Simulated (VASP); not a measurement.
Runs of VASP 6.6.1 on MoS2. It takes space group C2/m (No. 12, monoclinic). Conventional cell: a = 6.296 Å, b = 3.860 Å, c = 4.439 Å, α = 90.00°, β = 90.04°, γ = 90.00°. Mo (site symmetry 2/m) has 6 S at 2.35 to 2.60 Å as nearest neighbours. S (site symmetry m) is surrounded by 3 Mo at 2.35 to 2.60 Å. The cell comes from a database or a generator and needn't be the stable form of this composition.

| spin | U | fixed moment (μB) | gap on the mesh (eV) | pressure (GPa) | moment (μB) | largest force (eV/Å) |
| --- | --- | --- | --- | --- | --- | --- |
| off | Mo d U = 2 eV | - | none | -7.3 | - | (a) |
| collinear, random start | Mo d U = 2 eV | - | none | -0.5 | 2.03 | 1.45 |
| collinear, ferromagnetic start | Mo d U = 2 eV | - | none | -0.5 | 2.03 | 1.45 |
| collinear, ferromagnetic start | Mo d U = 3 eV | - | none | 1.1 | (b) | 1.39 |
| collinear, ferromagnetic start | Mo d U = 2 eV | 3 | - | 1.9 | 3.00 | 1.47 |
| non-collinear, random start | Mo d U = 2 eV | - | none | -0.5 | 2.03 | 1.45 |

Alike in all rows: task single point; level PBEsol+U; potentials or basis VASP PAW PBE potentials, release 64 (Mo_sv, S); cell as given; k mesh 6 × 6 × 4; cutoff (eV) 520; smearing gaussian 0.05 eV.

Fill in the values left out.

(a) 1.13; (b) 2.12.

Caveats: the PAW data sets were made with another functional, which shifts forces and pressure a little; U without spin polarisation on a metal has little footing (some runs); the moment is held away from its start (some runs); the total moment is fixed, so each spin has its own Fermi level (some runs).

A k mesh can miss the band edges, and the runs leave out spin-orbit coupling on Mo.

A gap of «none» marks a metal or a gap under the smearing width.
